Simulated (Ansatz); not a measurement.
**In in Ansatz: the effect of functional**

Crystal: In.

```
In
1.0
    -1.84410    1.84410    1.84410
     1.84410   -1.84410    1.84410
     1.84410    1.84410   -1.84410
In
1
Direct
  0.00000 0.00000 0.00000
```

This isn't the form of In at room conditions, which is tetragonal.

The cell isn't the ideal one: volume scaled by 0.94.

Alike in all runs:

```yaml
Program: Ansatz 0.2.0
Task: single point
Potentials_or_basis: Ansatz PAW
k_mesh: 10 × 10 × 10
Occupations: fermi-dirac, width 0.05 eV
Spin: no spin polarisation
```

| functional | cutoff | pressure (GPa) |
| --- | --- | --- |
| LDA | 420 eV (not typed: the program's choice for these potentials) | ? |
| PBEsol | 420 eV (not typed: the program's choice for these potentials) | 1.2 |
| r2SCAN | 500 eV (not typed: the program's choice for these potentials) | 2.6 |

What does the run with functional LDA give?

Pressure -0.5 GPa.

Caveats: the PAW data sets come from PBE, with cores solved anew for the run's functional, which leaves a small shift of forces and pressure.
